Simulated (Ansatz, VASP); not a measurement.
One calculation of InPd, two programs

```xyz
2
Lattice="3.2719 0.0000 0.0000 0.0000 3.2719 0.0000 0.0000 0.0000 3.2719" Properties=species:S:1:pos:R:3 pbc="T T T"
In    0.0000    0.0000    0.0000
Pd    1.6359    1.6359    1.6359
```

The cell comes from a database or a generator and needn't be the stable form of this composition.

Alike in both runs: task relaxation of cell and atoms; functional PBE; k mesh 8 × 8 × 8; occupations fermi-dirac, width 0.05 eV; no spin polarisation.

```csv
,VASP,Ansatz
version,VASP 6.6.1,Ansatz 0.2.0
potentials or method,"VASP PAW PBE potentials, release 64 (In_d_GW, Pd_sv_GW)",Ansatz PAW
plane-wave cutoff (eV),680,420
valence electrons in the cell,31,31
```

Ansatz gave:

| Quantity | Value |
| --- | --- |
| gap on the k mesh at the Fermi level, each at its own relaxed structure (eV) | none |
| relaxed volume (Å³/atom) | 18.04 |
| relaxed cell length with the largest relative difference (Å) | 3.304 |
| energy change over the relaxation (meV/atom) | -6 |

Problem. Estimate VASP's values.

Solution. gap on the k mesh at the Fermi level, each at its own relaxed structure (eV): none; relaxed volume (Å³/atom): 17.99; relaxed cell length with the largest relative difference (Å): 3.301; energy change over the relaxation (meV/atom): -6.

A gap of «none» marks a metal or a gap that the smearing closes.

Caveats: the plane-wave basis is chosen anew once the cell has moved, so the energies of steps on either side of that aren't comparable (Ansatz).
